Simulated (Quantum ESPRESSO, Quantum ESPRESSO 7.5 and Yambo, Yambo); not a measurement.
# GaP (F-43m): Bethe-Salpeter spectra with Yambo

Wanted: excitons and ε₂ of GaP (F-43m), with cost.

Calculated with Quantum ESPRESSO 7.5 and Yambo 5.3.0; PBE and many-body steps on it, plane waves.

## Step 1: Set-up

The structure is cubic, space group F-43m (No. 216). Conventional cell: a = 5.450 Å, b = 5.450 Å, c = 5.450 Å, α = 90.00°, β = 90.00°, γ = 90.00°. Ga has 4 P at 2.36 Å nearest. P has 4 Ga at 2.36 Å nearest. Farther neighbours are not listed.

The cell and positions come from the Crystallography Open Database and are kept as given unless a step says otherwise.

## Step 2: Empty states on the mesh, 4×4×4 mesh, 100 bands

This step: Quantum ESPRESSO 7.5; DFT, PBE, plane waves, norm-conserving pseudopotentials.

The sums over transitions need many empty states on a uniform mesh; this step solves for them.

Contents of pw.in:

```
&control
  calculation = 'nscf'
  prefix = 'x'
  outdir = 'o'
  pseudo_dir = 'pseudo'
/
&system
  ibrav = 0
  nat = 2
  ntyp = 2
  ecutwfc = 72.0
  nbnd = 100
  force_symmorphic = .true.
/
&electrons
  conv_thr = 1e-9
  electron_maxstep = 80
  diago_full_acc = .true.
  diago_thr_init = 5e-6
/
ATOMIC_SPECIES
  Ga 69.723 Ga.upf
  P 30.974 P.upf
CELL_PARAMETERS angstrom
  0.0000000000 2.7252500000 2.7252500000
  2.7252500000 0.0000000000 2.7252500000
  2.7252500000 2.7252500000 0.0000000000
ATOMIC_POSITIONS crystal
  Ga 0.0000000000 0.0000000000 0.0000000000
  P 0.2500000000 0.2500000000 0.2500000000
K_POINTS automatic
  4 4 4 0 0 0
```

Started as:

```bash
> OMP_NUM_THREADS=1 mpirun -n 8 pw.x -nk 4 -in pw.in > pw.out
```

The program printed:

```text
Program PWSCF v.7.5 starts

     This program is part of the open-source Quantum ESPRESSO suite
     for quantum simulation of materials; please cite
         "P. Giannozzi et al., J. Phys.:Condens. Matter 21 395502 (2009);
         "P. Giannozzi et al., J. Phys.:Condens. Matter 29 465901 (2017);
         "P. Giannozzi et al., J. Chem. Phys. 152 154105 (2020);
     in publications or presentations arising from this work. More details at

     Atomic positions and unit cell read from directory:
     o/x.save/

     Message from routine setup:
[...]
k =-0.3536-0.3536 0.3536 (  2824 PWs)   bands (ev):

[...]
81.9846  81.9846  83.8284  84.5914  88.6178  88.6178  90.2492  92.1452
    92.3080  92.3080  92.5955  93.8737  93.8737  94.1894  94.5746  94.5746
    98.0787  98.5494  98.5494  99.2455

          k = 0.3536 0.0000 0.0000 (  2826 PWs)   bands (ev):

     [... further k-points ...]

     highest occupied, lowest unoccupied level (ev):     7.6196    9.2722

     XML data file, pseudopotentials, collected wavefunctions

=------------------------------------------------------------------------------=
   JOB DONE.
=------------------------------------------------------------------------------=
```

It took 3.3 s on 8 MPI ranks of Arm Neoverse V1, shared host; peak memory 0.4 GiB.

Numbers from this step:

* gap: 1.653 eV
* k of the valence top: 0, 0, 0
* k of the conduction bottom: 0, -0.5, -0.5
* least direct gap: 1.817 eV
* k points computed: 8
* lowest point of the top converged band, above the valence top: 88.9156 eV

On this mesh the gap is 1.653 eV.

The density comes from a self-consistent run that is not shown.

## Step 3: Conversion and set-up

This step: Yambo 5.3.0; conversion and set-up on PBE, plane waves, norm-conserving pseudopotentials.

The states are converted to the many-body program's format and the q mesh is built.

Started as:

```bash
> (cd o/x.save; p2y > p2y.log; mv SAVE ../..); yambo > setup.log
```

The program printed:

```text
 Yambo, version 5.3.0

 [02] CORE Variables Setup
 =========================

  [02.01] Unit cells
  ==================

  Cell kind             :  FCC
  Atoms in the cell     :  Ga  P
  number of Ga atoms    :  1
  number of P  atoms    :  1

  List of atomic masses
  Mass of Ga    :  69.72300
  Mass of P     :  30.97400

  List of atomic coordinates    : [cc]
  Ga1       :  0.000000  0.000000  0.000000  order 1
  P1       :  2.574988  2.574988  2.574988  order 2

  Alat factors          :  5.149976  5.149976  5.149976 [a.u.]
  Direct lattice volume :  273.1780 [a.u.]
[...]
==========================================

 IBZ Q-points                                      :   8
 BZ  Q-points                                      :   64

 K/Q-points units:
 rlu = crystal or reduced units; cc = cartesian coordinates; iku = interal k-units

 Q [1]          [rlu]:  0.000000  0.000000  0.000000
 Q [2]          [rlu]: -0.25926E-17 -0.25926E-17  0.25000
 Q [3]          [rlu]:  0.51853E-17  0.51853E-17 -0.50000
[...]
Q [7]          [rlu]: -0.34504E-17 -0.50000     -0.50000
 Q [8]          [rlu]:  0.250000 -0.500000 -0.250000

  [03.01] X indexes
  =================

   [03.01.01] Sigma indexes
   ========================

 [06] Game Over & Game summary
```

The job ended after 2.6 s (1 MPI rank; peak memory 0.24 GiB).

## Step 4: Screening and self-energy, 4×4×4 mesh, 100 bands, screening to 129.3 eV

G0W0 replaces the xc potential by the self-energy, built once from these orbitals. Only a window of levels is corrected, while the sums run over the empty bands that the input names.

This step: G0W0 on PBE, plane waves, norm-conserving pseudopotentials.

Contents of gw1.in:

```
HF_and_locXC
gw0
dyson
ppa
em1d
rim_cut
RandQpts= 1000000
RandGvec= 1 RL
EXXRLvcs= 72 Ry
VXCRLvcs= 288 Ry
Chimod= "HARTREE"
% BndsRnXp
 1 | 100 |
%
NGsBlkXp= 9.5 Ry
% LongDrXp
 1 | 1 | 1 |
%
% GbndRnge
 1 | 100 |
%
DysSolver= "n"
ExtendOut
PPAPntXp= 27.21138 eV
% QPkrange
 1 | 8 | 7 | 13 |
%
```

Started as:

```bash
> OMP_NUM_THREADS=1 mpirun -n 8 yambo -F gw1.in -J gw1 -C gw1 > gw1.log
```

The program printed:

```text
 Yambo, version 5.3.0

 [02] CORE Variables Setup
 =========================

  [... cell, symmetries and grids as in the set-up ...]

  [02.05] Energies & Occupations
  ==============================

  [X] === General ===
  [X] Electronic Temperature                        :  0.000000  0.000000 [eV K]
  [X] Bosonic    Temperature                        :  0.000000  0.000000 [eV K]
  [X] Finite Temperature mode                       : no
  [X] El. density                                   :  0.44466E+24 [cm-3]
[...]
Sx RL components                                 :  2837

   QP @ state[ 1 ] K range                          :   1   8
   QP @ state[ 1 ] b range                          :   7  13
   GF energies kind                                 : Perdew, Burke & Ernzerhof(X)+Perdew, Burke & Ernzerhof(C)
   GF WF`s kind                                     : Perdew, Burke & Ernzerhof(X)+Perdew, Burke & Ernzerhof(C)
   Xs energies kind                                 : Perdew, Burke & Ernzerhof(X)+Perdew, Burke & Ernzerhof(C)
   Xs WF`s kind                                     : Perdew, Burke & Ernzerhof(X)+Perdew, Burke & Ernzerhof(C)

 [11] Game Over & Game summary
```

Wall time 1.7 min (8 MPI ranks); peak memory 2.8 GiB.

This step gave:

| Quantity | Value |
| --- | --- |
| G0W0 gap on the mesh | 2.150 eV |
| starting gap on the mesh | 1.653 eV |
| k of the valence top | 0, 0, 0 |
| k of the conduction bottom | 0, -0.5, -0.5 |
| least direct G0W0 gap on the computed points | 2.352 eV |

The gap on the mesh goes from 1.65 eV to 2.15 eV, a correction of +0.50 eV.

The gap opens by 0.498 eV; the next steps shift the empty bands rigidly by 0.536 eV, the correction at the start's least direct gap.

## Step 5: Excitons

Optical absorption needs the electron-hole interaction, solved here in a basis of vertical transitions on the mesh.

This step: Bethe-Salpeter equation on PBE with a scissors shift, plane waves, norm-conserving pseudopotentials.

Contents of bse3.in:

```
optics
bss
bse
em1s
dipoles
rim_cut
RandQpts= 1000000
RandGvec= 1 RL
Chimod= "HARTREE"
BSKmod= "SEX"
BSEmod= "resonant"
BSSmod= "d"
BSENGexx= 30 Ry
BSENGBlk= 6 Ry
% BSEQptR
 1 | 1 |
%
% BSEBands
 7 | 13 |
%
% BEnRange
 0 | 7 | eV
%
% BDmRange
 0.1 | 0.1 | eV
%
BEnSteps= 141
% BLongDir
 1 | 0 | 0 |
%
% BndsRnXs
 1 | 51 |
%
NGsBlkXs= 6 Ry
% LongDrXs
 1 | 1 | 1 |
%
% KfnQP_E
 0.536 | 1.0 | 1.0 |
%
WRbsWF
```

Started as:

```bash
> OMP_NUM_THREADS=1 mpirun -n 8 yambo -F bse3.in -J bse3 -C bse3 > bse3.log
```

The program printed:

```text
 Yambo, version 5.3.0

 [02] CORE Variables Setup
 =========================

  [... cell, symmetries and grids as in the set-up ...]

  [02.05] Energies & Occupations
  ==============================

  [X] === General ===
  [X] Electronic Temperature                        :  0.000000  0.000000 [eV K]
  [X] Bosonic    Temperature                        :  0.000000  0.000000 [eV K]
  [X] Finite Temperature mode                       : no
  [X] El. density                                   :  0.44466E+24 [cm-3]
  [X] Fermi Level                                   :  7.619617 [eV]

  [X] === Gaps and Widths ===
  [X] Conduction Band Min                           :  1.652583 [eV]
  [X] Valence Band Max                              :  0.000000 [eV]
  [X] Filled Bands                                  :   9
  [X] Empty Bands                                   :   10  100
  [X] Direct Gap                                    :  1.816924 [eV]
  [X] Direct Gap localized at k                     :  1
  [X] Indirect Gap                                  :  1.652583 [eV]
  [X] Indirect Gap between kpts                     :   1   7
  [X] Last valence band width                       :  3.419614 [eV]
  [X] 1st conduction band width                     :  3.049488 [eV]

 [03] Transferred momenta grid and indexing
 ==========================================

 [BZ sampling] Q-grid is User defined and/or read from the database

 IBZ Q-points                                      :   8
 BZ  Q-points                                      :   64

 K/Q-points units:
 rlu = crystal or reduced units; cc = cartesian coordinates; iku = interal k-units

 Q [1]          [rlu]:  0.000000  0.000000  0.000000
 Q [2]          [rlu]: -0.25926E-17 -0.25926E-17  0.25000
 Q [3]          [rlu]:  0.51853E-17  0.51853E-17 -0.50000
 Q [4]          [rlu]:  0.17252E-17  0.25000      0.25000
 Q [5]          [rlu]:  0.64517E-16  0.25000      0.50000
 Q [6]          [rlu]:  0.51853E-17  0.25000     -0.25000
 Q [7]          [rlu]: -0.34504E-17 -0.50000     -0.50000
 Q [8]          [rlu]:  0.250000 -0.500000 -0.250000

  [03.01] X + BSE indexes
  =======================

   [03.01.01] Sigma indexes
   ========================

 [04] Coloumb potential Random Integration (RIM)
 ===============================================

  [04.01] RIM initialization
  ==========================

  * Diagonal components only detected *

  8 x (sBL volume)        :  0.113502 [a.u.]
  sBZ random points       :  1000000
  Points outside the sBZ  :   7987327
  RL volume               :  0.908017 [a.u.]
  Integrated volume       :  0.909458 [a.u.]

  [04.02] RIM integrals
  =====================

  Gamma point sphere radius             :  0.087825 [a.u.]
  Points outside the sphere             :   799513
  [Int_sBZ(q=0) 1/q^2]*(Vol_sBZ)^(-1/3) =:  7.764325
                                 should be <:  7.795600

  Summary of Coulomb integrals for non-metallic bands |Q|[au] RIM/Bare

  Q [1] 0.100000E-4 0.995988 * Q [2] 0.264147 1.066458
  Q [4] 0.305010 1.065091 * Q [6] 0.431350 1.027253
  Q [5] 0.505803 1.020682 * Q [3] 0.528294 1.017918
  Q [7] 0.610021 1.014689 * Q [8] 0.682024 1.011759

 [WARNING] [Xs] User bands 1-51 break level degeneracy

 [05] External/Internal QP corrections
 =====================================

 [QP_apply] Action to be applied: USER defined scissor

  [05.01]  QP corrections report
  ==============================

  [K+QP] === General ===
  [K+QP] Electronic Temperature                     :  0.000000  0.000000 [eV K]
  [K+QP] Bosonic    Temperature                     :  0.000000  0.000000 [eV K]
  [K+QP] Finite Temperature mode                    : no
  [K+QP] El. density                                :  0.44466E+24 [cm-3]
  [K+QP] Fermi Level                                :  0.000000 [eV]

  [K+QP] === Gaps and Widths ===
  [K+QP] Conduction Band Min                        :  2.188583 [eV]
  [K+QP] Valence Band Max                           :  0.000000 [eV]
  [K+QP] Filled Bands                               :   9
  [K+QP] Empty Bands                                :   10  100
  [K+QP] Direct Gap                                 :  2.352924 [eV]
  [K+QP] Direct Gap localized at k                  :  1
  [K+QP] Indirect Gap                               :  2.188583 [eV]
  [K+QP] Indirect Gap between kpts                  :   1   7
  [K+QP] Last valence band width                    :  3.419614 [eV]
  [K+QP] 1st conduction band width                  :  3.049488 [eV]

  [coarse-grid] Minimum Bare Gap        [ev]:  1.652583
  [coarse-grid] Minimum Gap Correction  [ev]:  0.536000

  Eqp @ K [1]
   -14.5723     -14.5723     -14.5723     -14.4751     -14.4751     -12.4940    -0.203939E-8 -0.103506E-8
    0.00000   2.35292   4.42297   4.42297   4.42297   9.34620  10.26324  10.26324
   12.98922  12.98922  12.98922  16.37595  24.75397  24.75397  24.75397  27.66954
  Eqp @ K [2]
  -14.61617 -14.55791 -14.55791 -14.47424 -14.47424 -11.71881  -3.87688  -0.66213
   -0.66213   2.68842   5.27726   5.27726   6.88150   9.48133   9.48133  10.46572
   13.62394  16.72789  16.72789  19.37485  19.76321  19.76321  21.13903  26.55399
  Eqp @ K [3]
[...]
Eqp @ K [4]
[...]
Eqp @ K [5]
[...]
[... 2 further k-points ...]
  Eqp @ K [8]
  -14.67022 -14.53425 -14.51376 -14.49027 -14.46686  -9.43916  -6.54805  -3.57510
   -3.41961   5.23807   5.39691   6.63736   6.68521  12.12022  12.35068  14.20068
   14.38340  17.15805  19.27525  19.66859  19.94709  19.97824  21.37471  21.95251

 [06] Dipoles
 ============

  [06.01] Setup: observables and procedures
  =========================================

  [WARNING] [r,Vnl^pseudo] included in position and velocity dipoles.

  [WARNING] In case H contains other non local terms, these are neglected

 [07] Static Dielectric Matrix
 =============================

 [SLK-Inversion]  Pools        :  2
 [SLK-Inversion]  BLACS grid   :  2  2

 [WR./bse3//ndb.em1s]------------------------------------------------------------
  Brillouin Zone Q/K grids (IBZ/BZ)                :    8   64    8   64
  RL vectors                                       :   3527 [WF]
  Coulomb cutoff potential                         : none
  Electronic Temperature                           :  0.000000 [K]
  Bosonic    Temperature                           :  0.000000 [K]
  Static diel. fun.  energies                      : Perdew, Burke & Ernzerhof(X)+Perdew, Burke & Ernzerhof(C)
  wavefunctions                                    : Perdew, Burke & Ernzerhof(X)+Perdew, Burke & Ernzerhof(C)
  Global Gauge                                     : length
  X matrix size                                    :   89
  X band range                                     :    1   51
  X e/h energy range                               : -1.000000 -1.000000 [eV]
  X Time ordering                                  : T
  X Hxc Kernel                                     : HARTREE
  X Drude frequency                                :  0.000000  0.000000
  X poles                                          :  100.0000 [o/o]
  RL vectors in the sum                            :   3527
  [r,Vnl] included                                 : yes
  Field direction                                  :  0.577350E-5  0.577350E-5  0.577350E-5
  BZ energy Double Grid                            : no
  BZ energy DbGd points                            : 0
  BZ Q point size factor                           : -1.000000
  X Optical Averaged directions                    : none

 [08] Bethe Salpeter Equation driver
 ===================================

  [08.01] Bethe Salpeter Equation @q1
  ===================================

   [08.01.01] Transition pre-analysis @q1
   ======================================

   [08.01.02] Transition Groups build-up @q1
   =========================================

   [BSK] Transition groups (total):   32
   [BSK] Size (resonant):   768
   [BSK]         (total):   768
   [BSK] N. of matrices :  1

   [08.01.03] Loading Dipoles @q1
   ==============================

   [08.01.04] Independent Particles properties @q1
   ===============================================

   ==========================================================

   [BSE] Exchange components :   821
   [BSE] Correlation components :    89   387

    [08.01.05.01] Screened interaction header I/O
    =============================================

    [08.01.05.02] Main kernel loop
    ==============================

    [08.01.05.03] Wave-Function Phases
    ==================================

    [BSE] WF phases found       :  50.70685 [o/o]

   [08.01.06] BSE solver(s) @q1
   ============================

   [SLK-Digonalization]  Pools        :  2
   [SLK-Digonalization]  BLACS grid   :  2  2

   [08.01.07] Diago Solver @q1
   ===========================

 [11] Game Over & Game summary
```

It took 11 s on 8 MPI ranks; peak memory 2.3 GiB; 81 s of CPU time.

Numbers from this step:

| Property | Result |
| --- | --- |
| transitions in the window | 768 |
| direct gap of the transition levels | 2.353 eV |
| lowest state | 2.216 eV |
| first strong exciton (over a fiftieth of the strongest listed) | 2.216 eV |
| binding of the lowest state below the direct gap | 0.1371 eV |
| Coulomb term of one mesh cell | 0.1648 eV |

The binding is 0.83 times the screened Coulomb term of one mesh cell (0.16 eV), so it is not shown settled.

The lowest state lies at 2.216 eV, 0.137 eV under the direct gap.

Lines within 3 meV are set at the lowest of them, and the highest group, which the list may cut short, is left out. Exciton lines, with heights relative to the strongest:

```
position (eV)  lines merged  strength, relative
        2.216             3                  33
        3.082             3                 100
        3.119             3                 0.0
        3.144             2                 0.0
        3.228             3                 0.0
        3.235             5                 0.0
        3.254             3                 1.3
```

The ε₂ has structure finer than the step of the table below, so its rows give means over 0.2 eV, whole bins alone (the curve runs from 0 to 7 eV). Peaks (eV: height): BSE 2.20: 40.2, 3.10: 118, 4.25: 41.1, 4.65: 68.9; no electron-hole interaction 2.35: 25.3, 3.35: 96.2, 4.40: 35.5, 5.00: 83.2, 5.95: 29.9.

Field along x; broadening 0.1 eV; transition window only. Limits: finite bands, cutoff and mesh; exchange with frozen shells missing; no spin-orbit coupling; coarse k mesh; exciton not shown settled in the k mesh. Table of ε₂ by photon energy; means over each step:

```
photon energy (eV)    BSE  no electron-hole interaction
               0.2  0.316                         0.231
               0.4  0.368                         0.263
               0.6  0.436                         0.304
               0.8  0.527                         0.356
               1.0  0.655                         0.425
               1.2  0.846                         0.522
               1.4   1.16                         0.668
               1.6   1.75                         0.908
               1.8   3.20                          1.38
               2.0   9.34                          2.69
               2.2   32.2                          9.66
               2.4   13.7                          18.7
               2.6   8.29                          5.99
               2.8   16.8                          4.96
               3.0   76.0                          9.53
               3.2   60.5                          40.3
               3.4   13.8                          68.0
               3.6   6.40                          15.7
               3.8   5.36                          6.50
               4.0   8.77                          5.50
               4.2   29.8                          10.4
               4.4   25.0                          28.8
               4.6   49.5                          17.0
               4.8   37.3                          37.5
               5.0   11.6                          73.9
               5.2   4.55                          26.4
               5.4   3.29                          8.19
               5.6   5.23                          6.02
               5.8   13.9                          13.9
               6.0   7.76                          21.6
               6.2   7.81                          9.77
               6.4   5.30                          11.2
               6.6   2.08                          3.90
               6.8   1.19                          1.77
```

(Continued in part 2 of 3.)

[Paths, hosts, dates, memory and timing lines, banners, echoed tables and standing remarks are left out of the program output.]

[Logs are printed without paths, hosts, clocks, repeated set-up lines and the standing remarks that a program may print on its own settings, such as how far it seeks lower states.]

[Runs of the session that timed out or met a known fault of the program may be left out.]

[Hosts, paths, dates, database ids (printed as entryN), source tags and the programs' standing remarks are cut or masked in the printed files.]
